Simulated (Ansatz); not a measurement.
# Cu (Cmcm) in Ansatz: single point with PBE

Aim: the single point of Cu with PBE.

Everything below comes from runs of Ansatz 0.2.0. Logs are shortened: lines on timing, memory, paths and dates and some standing lists are left out, and cuts for length are marked.

### Step 1. The cell of the first run

The structure is orthorhombic, space group Cmcm (No. 63). Conventional cell: a = 2.437 Å, b = 7.953 Å, c = 2.500 Å, α = 90.00°, β = 90.00°, γ = 90.00°. Around Cu (site symmetry m2m) lie 10 Cu at 2.44 to 2.54 Å.

This isn't the form of Cu at room conditions, which is fcc.

### Step 2. Single point, PBE (strain = 0.01)

The input, input.yaml:

```yaml
crystal:
  lattice:
    - [1.21846369, -3.9763780104, 0.0]
    - [1.21846369, 3.9763780104, 0.0]
    - [0.0, 0.0, 2.5002504787]
  atoms:
    - { symbol: Cu, position: [0.86613335, 0.13386665, 0.75] }
    - { symbol: Cu, position: [0.13386665, 0.86613335, 0.25] }
kpoints:
  mp_grid: { grid: [11, 11, 11] }
scf:
  occupations: { method: fermi_dirac, width: 0.05 }
hamiltonian:
  xc: pbe
  pseudopotentials: { kind: all_electron, lapw: { basis_error: 0.001 } }
output:
  forces: true
  stress: true
  eigenvalues: true
```

Potentials or basis: all-electron LAPW, scalar-relativistic.

On the command line:

```bash
$ ansatz run input.yaml --threads 1 --pin off --max-ram 3072MiB --backend cpu --events-out ev --progress --plain --runs-dir out
```

What it wrote:

```text
Warning: RAYON_NUM_THREADS=1 ignored (pool sized by the plan → 1); use --threads N
LAPW: plane waves up to 9.298 Å⁻¹, error target 1.0e-3 eV per atom; small_component_spin mean_spin; Cu in spheres of 1.218 Å, 19 of its electrons in bands, Dirac shells [] (how accurate: hamiltonian.pseudopotentials.lapw.basis_error, Limitations)
Engine: ansatz 0.2.0, x86_64-unknown-linux-gnu
Pseudopotentials: kind: all_electron
Pseudopotential: Cu, LAPW, valence charge 19, lapw/all_electron/scalar/gaussian/Cu, Koelling and Harmon's equation, gaussian nucleus
Functional definition: PBE
  parameter kappa = 0.804
  parameter beta = 0.06672455060314922
  exchange = pbe_x(kappa = kappa, mu = beta*pi^2/3)
  correlation = pbe_c(beta = beta)
Crystal: 2 atoms, lattice volume = 24.228 Å³
Basis set: ecut = 329.4104761749235 eV, 331 PW (Γ), FFT grids on a1+a2, a2, a3, exchange–correlation at level 2
Bands: 23, of which v1, the nominal top of the filled ones, is band 19 counted from 1 (18 counted from 0)
Symmetry: 8 space group operations
Space group: Cmcm (ITA 63), of the structure as read, at distance tolerance 2.9e-5 Å
k-points: 216 of 1331
Non-local potential: Cu, projectors of the file, none
Initial density: superposition of atomic densities (chi_scale 0.1, normalization cell)
Initial wavefunctions: plane waves of lowest kinetic energy (no species holds an atomic orbital)
Functional: x = pbe(κ = 0.804, μ = 0.2195149727645171), c = pbe(β = 0.06672455060314922)
iter 1 solved again at ethr=1.10e-3 eV; its pass at ethr=1.00e-1 eV (dr2=4.20e-1 eV) is discarded
SCF iter   1: F=—  HF=-90069.967233 eV  |F-HF|=—  |Δ(HF+E_count)|=         —  Δρ=5.46e-2  dr2=4.21e-1  ethr=1.10e-3  ⟨swp⟩=2.0  Hψ=34583  notcnv=0
preconditioner: auto → none  [metal: Δε(μ)=0.024 eV  Ē_g=9.501 eV  σ=0.050 eV  W_gap=0.12  n_scr=8 (ndim 8)  ℏωp=35.4 eV  f_vac=0.000  D(μ)=0.88/eV (n_scr^D=4)  sad-step TF]
SCF iter   2: F=—  HF=-90071.285109 eV  |F-HF|=—  |Δ(HF+E_count)|=    1.32e0  Δρ=2.57e-2  dr2=9.52e-2  ethr=1.10e-3  ⟨swp⟩=3.0  Hψ=17968  notcnv=0
iter 3 solved again at ethr=1.17e-5 eV; its pass at ethr=2.51e-4 eV (dr2=4.44e-3 eV) is discarded
SCF iter   3: F=—  HF=-90068.431757 eV  |F-HF|=—  |Δ(HF+E_count)|=    2.85e0  Δρ=3.72e-3  dr2=4.44e-3  ethr=1.17e-5  ⟨swp⟩=2.0  Hψ=27559  notcnv=0
SCF iter   4: F=—  HF=-90068.303560 eV  |F-HF|=—  |Δ(HF+E_count)|=   1.28e-1  Δρ=5.86e-3  dr2=5.10e-3  ethr=1.17e-5  ⟨swp⟩=3.0  Hψ=17325  notcnv=0
SCF iter   5: F=—  HF=-90068.292021 eV  |F-HF|=—  |Δ(HF+E_count)|=   1.15e-2  Δρ=1.05e-3  dr2=5.78e-4  ethr=1.17e-5  ⟨swp⟩=2.1  Hψ=14103  notcnv=0
SCF iter   6: F=—  HF=-90068.291775 eV  |F-HF|=—  |Δ(HF+E_count)|=   2.46e-4  Δρ=1.63e-4  dr2=4.12e-6  ethr=1.52e-6  ⟨swp⟩=2.0  Hψ=14097  notcnv=0
SCF iter   7: F=—  HF=-90068.291779 eV  |F-HF|=—  |Δ(HF+E_count)|=   3.95e-6  Δρ=3.87e-5  dr2=2.94e-7  ethr=1.08e-8  ⟨swp⟩=3.0  Hψ=14825  notcnv=0
SCF iter   8: F=-90068.291777 eV  HF=-90068.291777 eV  |F-HF|=8.49e-8  |Δ(HF+E_count)|=   1.51e-6  Δρ=5.23e-6  dr2=6.72e-9  ethr=7.73e-10  ⟨swp⟩=2.9  Hψ=14533  notcnv=0
SCF 1 converged in 8 iterations: F = -90068.291777 eV  dr2 = 6.72e-9
SCF converged after 8 iterations
Free energy (F): -90068.291777 eV
Harris-Foulkes:  -90068.291777 eV  (|F-HF|=8.49e-8)
Internal energy: -90068.287545 eV  (E = F + TS)
E sigma→0 (E₀):  -90068.289661 eV
Entropy (-TS):   -0.004233 eV (-2.116 meV/atom)
Fermi energy:    16.089933 eV
--- Per-component energies (eV) ---
  E_band       = -744.409762
  E_kinetic    = 91618.407868
  E_xc         = -3681.410026
  E_electrostatic = -178005.285387  (all electrons and nuclei)
  E_smearing   = -0.004233  (= −TS)
  E_closure    = 0.000000  (closes the sum)
  E_atoms      = -90061.064913  (free atoms, spherical and without spin; not in F)
  Σ components = -90068.291777   (vs F -90068.291777, Δ=0.00e0)
  Basis errors (estimates in eV, not in F): energy 2.6e-4 per atom: plane waves 2.4e-4 (1.3e-4 summed), levels above the bands 1.9e-82, relativity 2.8e-8, radial functions 1.8e-5, core shells 1.1e-10; eigenvalues (radial functions only) 3.5e-7; not estimated: angular momenta, meshes, grids; target (lapw.basis_error) 1.0e-3; muffin-tin radii Cu 1.218 Å
--- Forces (eV/Å), atoms counted from 1 ---
  atom   1  Cu     0.00000000    -0.03874530     0.00000000
  atom   2  Cu    -0.00000000     0.03874530    -0.00000000
  max |Σ_I F_I| component: 2.78e-17 eV/Å
--- Stress (GPa, compression-positive) ---
        6.142430      -0.000000       0.000000
       -0.000000       4.733003       0.000000
        0.000000       0.000000       4.137228
  P = ⅓ Tr σ = 5.0042 GPa (50.042 kbar)
--- Band table (eV; the first three rows and the last of 216) ---
  k-point 0: bands = ["-96.4849", "-96.4671", "-53.9224", "-53.8371", "-53.8032", "-53.8001", "-53.7912", "-53.7781", "6.8519", "11.1733", "11.9213", "12.4039", "13.0689", "13.4043", "13.8031", "14.1047", "14.2811", "14.4220", "14.6789", "16.0500", "20.8866", "30.3777", "34.5188"]
  k-point 1: bands = ["-96.4840", "-96.4670", "-53.9194", "-53.8422", "-53.8067", "-53.8050", "-53.7905", "-53.7780", "7.0618", "11.2938", "11.9455", "12.4263", "13.0233", "13.4465", "13.7831", "14.0185", "14.2288", "14.3260", "14.4051", "16.7328", "20.9571", "28.2668", "34.7777"]
  k-point 2: bands = ["-96.4816", "-96.4666", "-53.9110", "-53.8556", "-53.8245", "-53.8107", "-53.7885", "-53.7775", "7.6781", "11.6073", "12.0096", "12.4552", "12.9104", "13.4392", "13.7171", "13.8032", "13.8520", "14.3753", "14.3823", "18.0173", "21.1892", "24.9904", "33.9782"]
  k-point 215: bands = ["-96.4700", "-96.4695", "-53.9198", "-53.9184", "-53.8285", "-53.8265", "-53.7810", "-53.7773", "11.0047", "11.1106", "12.4295", "12.5686", "13.6713", "13.6899", "14.0827", "14.2069", "14.2181", "14.5574", "14.6773", "15.3770", "19.7382", "20.1985", "33.0606"]
```

Run time: 86 s. Hardware: 1 thread of Intel Xeon at 2.50GHz (Skylake/Cascade Lake), shared host; peak memory 0.62 GiB.

Results:

```yaml
Free_energy: -90068.2918 eV
Pressure: 5.0 GPa
Largest_force: 0.039 eV/Å
Band_gap_on_the_k_mesh: none (metal or under the smearing width)
```

Forces in eV/Å, atoms in the order of the input:
```
Cu   0.000 -0.039  0.000
Cu   0.000  0.039  0.000
```

Stress tensor (GPa, compression positive):
```
6.14 0.00 0.00
0.00 4.73 0.00
0.00 0.00 4.14
```
